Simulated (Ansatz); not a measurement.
**SnO2 (P6_3/mmc): convergence test of the k-point mesh from a Python script**

How fine a k-point mesh does SnO2 (P6_3/mmc) need? Wanted for SnO2 (P6_3/mmc): a convergence test of the k-point mesh.

Program: the Python package of Ansatz 0.2.0. Level of theory: DFT PBE, plane waves, PAW. These are calculated values, not measurements.

### Step 1. The structure

It takes space group P6_3/mmc (No. 194, hexagonal). The conventional cell has a = 3.231 Å, b = 3.231 Å, c = 10.791 Å, α = 90.00°, β = 90.00°, γ = 120.00°. Sn (site symmetry -3m) has 6 O at 2.12 Å as nearest neighbours. O (site symmetry 3m) has 3 Sn at 2.12 Å as nearest neighbours.

sno2.extxyz, read by the script:

```xyz
6
Lattice="3.23057562 0.0 0.0 -1.61528781 2.79776055 0.0 0.0 0.0 10.790562" Properties=species:S:1:pos:R:3 pbc="T T T"
Sn    0.00000000    0.00000000    5.39528100
Sn    0.00000000    0.00000000    0.00000000
O     1.61528782    0.93258684    4.37947907
O     1.61528782    0.93258684    1.01580193
O    -0.00000002    1.86517371    6.41108293
O    -0.00000002    1.86517371    9.77476007
```

### Step 2. The code

File sno2.py:

```python
"""k-point test for SnO2."""

import warnings

import ansatz as az
from tabulate import tabulate

warnings.simplefilter("ignore", az.DeckWarning)

structure = az.Crystal.from_extxyz("sno2.extxyz")

calculation = (
    structure.calculation()
    .basis(550)
    .occupations("Fixed")
    .functional("pbe")
)

rows = []
for value in [(3, 3, 1), (4, 4, 1), (5, 5, 2), (6, 6, 2), (8, 8, 2), (10, 10, 3)]:
    r = calculation.kpoints(mesh=value).run().report
    rows.append((value, r["free_energy_ev"] / len(r["lattice"]["sites"]), r["n_iterations"], r["n_kpoints"]))

print(tabulate(rows, headers=["mesh", "F/atom (eV)", "iterations", "k-points"], floatfmt=".4f", tablefmt="grid"))

# the last row is the reference
for row in rows[:-1]:
    shift = 1000 * (row[1] - rows[-1][1])
    print(f"{row[0]}: {shift:+.2f} meV/atom" + ("  (within 2 meV)" if abs(shift) < 2 else ""))
```

### Step 3. What the engine is handed

The package turns the script's settings into the engine's input (first run):

```yaml
crystal:
  lattice:
    - [3.23057562, 0.0, 0.0]
    - [-1.61528781, 2.79776055, 0.0]
    - [0.0, 0.0, 10.790562]
  atoms:
    - { symbol: Sn, position: [0.0, 0.0, 0.5] }
    - { symbol: Sn, position: [0.0, 0.0, 0.0] }
    - { symbol: O, position: [0.6666666679749466, 0.33333332975904606, 0.40586199958815866] }
    - { symbol: O, position: [0.6666666679749466, 0.33333332975904606, 0.0941380004118414] }
    - { symbol: O, position: [0.3333333289296298, 0.666666670240954, 0.5941380004118414] }
    - { symbol: O, position: [0.3333333289296298, 0.666666670240954, 0.9058619995881586] }
basis:
  ecutwfc: 550.0
kpoints:
  mp_grid:
    grid: [3, 3, 1]
hamiltonian:
  xc: pbe
scf:
  occupations:
    method: fixed
```

### Step 4. The run

Launch:

```
$ python sno2.py
```

**Question.** From which mesh on is the energy per atom within 2 meV of the last row, and how does it get there?

**Answer**, as computed:

| quantity | value |
| --- | --- |
| runs compared | 6 |
| last run but one, from the last | +0.01 meV/atom |
| within 5 meV/atom of the last run from | [5, 5, 2] |

What this shows: From 5×5×2 on it stays within 2 meV an atom of the value at 10×10×3; the first row (3×3×1) is off by 28.2 meV and the last but one by 0.01 meV. The structure comes from a database of computed cells and needn't be a stable or known phase. Shifts are counted from the finest mesh, which is itself no proven limit.
